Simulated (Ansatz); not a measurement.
# SrO: the cost of one run

Program: Ansatz 0.2.0. Level of theory: DFT PBEsol, scalar-relativistic. These are calculated values, not measurements.

## 1. Starting point

The structure is cubic, space group Fm-3m (No. 225). Conventional cell: a = 5.140 Å, b = 5.140 Å, c = 5.140 Å, α = 90.00°, β = 90.00°, γ = 90.00°. Around Sr (site symmetry m-3m) lie 6 O at 2.57 Å. O (site symmetry m-3m) is surrounded by 6 Sr at 2.57 Å.

Coordinates:

```cif
data_structure
_symmetry_space_group_name_H-M 'P 1'
_symmetry_Int_Tables_number 1
_cell_length_a 3.6342
_cell_length_b 3.6342
_cell_length_c 3.6342
_cell_angle_alpha 60.000
_cell_angle_beta 60.000
_cell_angle_gamma 60.000
_cell_volume 33.94
loop_
_atom_site_label
_atom_site_type_symbol
_atom_site_fract_x
_atom_site_fract_y
_atom_site_fract_z
_atom_site_occupancy
Sr1 Sr 0.00000 0.00000 0.00000 1
O1 O 0.50000 0.50000 0.50000 1
```

Atoms are numbered in the order of the input: Sr1, O2.

## 2. After the deformation

Space group Fm-3m before, R-3m after.

## 3. LAPW, all electrons

The input, input.yaml:

```yaml
crystal:
  lattice:
    - [0.051396, 2.595498, 2.595498]
    - [2.595498, 0.051396, 2.595498]
    - [2.595498, 2.595498, 0.051396]
  atoms:
    - { symbol: Sr, position: [0.0, 0.0, 0.0] }
    - { symbol: O, position: [0.5, 0.5, 0.5] }
kpoints:
  mp_grid: { grid: [8, 8, 8] }
  band_path:
    path:
      - [0.0, 0.0, 0.0]
      - [0.5, 0.5, 0.5]
      - [0.2451701269, 0.5, 0.7548298731]
      - [-0.2451701269, 0.2451701269, 0.5]
      - [0.0, 0.0, 0.5]
      - [0.0, 0.0, 0.0]
      - [-0.3725850634, 0.0, 0.3725850634]
      - [0.0, 0.3725850634, 0.6274149366]
      - [0.0, 0.5, 0.5]
    npoints: 5
scf:
  occupations: { method: fermi_dirac, width: 0.03 }
hamiltonian:
  xc: pbesol
  pseudopotentials: { kind: all_electron, lapw: { basis_error: 0.0005 } }
output:
  forces: true
  stress: true
  eigenvalues: true
```

The run is started by

```sh
ansatz run input.yaml --threads 1 --pin off --max-ram 3072MiB --backend cpu --events-out ev --progress --plain --runs-dir out
```

Q: Estimate wall time and peak memory on 1 thread of Intel Xeon 6975P-C (Granite Rapids), shared host.

About 7.1 s, with a peak of 0.35 GiB.
